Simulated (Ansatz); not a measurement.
**Hf in Ansatz: convergence with k mesh**

Input of the first run (k mesh 2 × 2 × 1); the others differ in this setting and in those tied to it:

input.yaml

```yaml
crystal:
  lattice:
    - [3.1967, 0.0, 0.0]
    - [-1.59835, 2.7684234083, 0.0]
    - [0.0, 0.0, 5.0578]
  atoms:
    - { symbol: Hf, position: [0.6666666667, 0.3333333333, 0.75] }
    - { symbol: Hf, position: [0.3333333333, 0.6666666667, 0.25] }
kpoints:
  mp_grid: { grid: [2, 2, 1] }
scf:
  occupations: { method: fermi_dirac, width: 0.05 }
hamiltonian:
  xc: pbe
  pseudopotentials: { kind: all_electron, lapw: { basis_error: 0.001 } }
output:
  forces: true
  stress: true
  eigenvalues: true
```

Potentials or basis: all-electron LAPW, scalar-relativistic.

Launch:

```bash
$ ansatz run input.yaml --threads 1 --pin off --max-ram 3072MiB --backend cpu --events-out ev --progress --plain --runs-dir out
```

Hardware: 1 thread of Arm Neoverse V1, with other jobs on the host.

**Question.** The values tried are 2 × 2 × 1, 4 × 4 × 2, 5 × 5 × 2, 6 × 6 × 3, 8 × 8 × 4, 10 × 10 × 5, 12 × 12 × 6, 14 × 14 × 7, loosest first. From which on does the energy stay within 1 meV/atom of the tightest run that finished?

**Answer.** From 10 × 10 × 5 on.

```tsv
k mesh	energy less the tightest run, at zero smearing (meV/atom)	pressure (GPa)	SCF cycles	CPU time (s)	peak memory (GiB)
2 × 2 × 1	-405.76	-0.70	8	1.8	0.23
4 × 4 × 2	34.99	0.39	8	3.9	0.25
5 × 5 × 2	66.79	0.36	8	4.6	0.25
6 × 6 × 3	26.36	1.40	8	6	0.26
8 × 8 × 4	-7.69	0.52	8	11	0.3
10 × 10 × 5	-0.28	0.61	9	16	0.33
12 × 12 × 6	0.31	0.84	9	28	0.41
14 × 14 × 7	0.00	0.77	9	37	0.46
```

Against the tightest run, the pressure stays within 0.1 GPa from 12 × 12 × 6 on. Meshes of other sizes hit other points, so gaps and Fermi surfaces needn't settle smoothly. The tightest run that finished is the yardstick and may itself not be fully converged.

Spin-orbit coupling is left out, which matters for the levels of Hf.
